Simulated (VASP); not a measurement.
# Al2O3: relaxation of cell and atoms with SCAN

The system is Al2O3.

```
Al O
1.0
     3.01748    0.00000    0.00000
    -1.50874    2.61322    0.00000
     0.00000    0.00000    7.57464
Al O
2 3
Direct
  0.00000 0.00000 0.72205
  0.00000 0.00000 0.27795
  0.00000 0.00000 0.50000
  0.66667 0.33333 0.80055
  0.33333 0.66667 0.19945
```

Measurements of this composition are mostly on another form, of space group No. 167.

```
Program                : VASP 6.6.1
Task                   : relaxation of cell and atoms
Functional             : SCAN
Potentials or basis    : VASP PAW PBE potentials, release 64 (Al, O)
Cutoff                 : 600 eV
k mesh                 : 10 × 10 × 4
Occupations            : gaussian, width 0.05 eV
Spin                   : no spin polarisation
Further INCAR settings : ALGO = Normal; EDIFF = 1e-07; IBRION = 2; EDIFFG = -0.02; NSW = 40; ISIF = 3
```

| Property | Result |
| --- | --- |
| Relaxed volume | 11.51 Å³/atom |
| Relaxed cell | a = 2.979 Å, b = 2.979 Å, c = 7.488 Å, α = 90.00°, β = 90.00°, γ = 120.00° |
| Space group after relaxing (to 0.05 Å) | P-3m1 (No. 164) |
| Energy gained by relaxing | 10.3 meV/atom |
| Ionic steps | 7 |
| Pressure after relaxing | 0.0 GPa |
| Largest force after relaxing | 0.018 eV/Å |
| Band gap on the k mesh | 3.09 eV, direct |

Forces on the atoms (eV/Å):
```
Al   0.000  0.000  0.006
Al   0.000  0.000 -0.006
O    0.000  0.000  0.000
O    0.000  0.000  0.018
O    0.000  0.000 -0.018
```

Stress tensor (GPa, compression positive):
```
 0.01  0.00  0.00
 0.00  0.01  0.00
 0.00  0.00 -0.07
```

The path:
| step | energy change (eV) | largest force (eV/Å) | pressure (GPa) | volume (Å³) |
| --- | --- | --- | --- | --- |
| 1 | 0.0000 | 0.4733 | -6.63 | 59.73 |
| 2 | 0.0082 | 0.6492 | 8.08 | 55.55 |
| 3 | -0.0500 | 0.2473 | -0.07 | 57.66 |
| 4 | -0.0443 | 0.5439 | 0.00 | 57.45 |
| 5 | -0.0514 | 0.0242 | -0.07 | 57.60 |
| 6 | -0.0514 | 0.0257 | -0.07 | 57.60 |
| 7 | -0.0514 | 0.0181 | -0.01 | 57.56 |

Final structure:
```
Al O
1.0
     2.97938    0.00000    0.00000
    -1.48969    2.58022    0.00000
     0.00000    0.00000    7.48799
Al O
2 3
Direct
  0.00000 0.00000 0.72224
  0.00000 0.00000 0.27776
  0.00000 0.00000 0.50000
  0.66667 0.33333 0.79911
  0.33333 0.66667 0.20089
```

Levels at points of the mesh, in eV from the valence-band top:
```tsv
k point	band 8	band 9	band 10	band 11	band 12	band 13	band 14	band 15	band 16
(0.00, 0.00, 0.00)	-4.03	-4.03	-2.54	0.00	0.00	3.09	5.26	8.20	11.51
(0.50, 0.00, 0.00)	-4.61	-3.71	-3.38	-1.91	-0.52	5.28	7.07	9.03	10.06
(0.00, 0.00, 0.50)	-4.02	-3.92	-3.31	0.00	0.00	4.00	4.27	9.16	9.57
(0.50, 0.00, 0.50)	-4.58	-3.62	-3.61	-1.84	-0.52	5.84	6.30	9.20	9.42
```

It took 8.6 min on 1 thread of Intel(R) Xeon(R) 6975P-C (Granite Rapids), with other jobs on the host, peak memory 0.22 GiB.

Caveat: the PAW data sets were made with another functional, which shifts forces and pressure a little. A k mesh can miss the band edges.
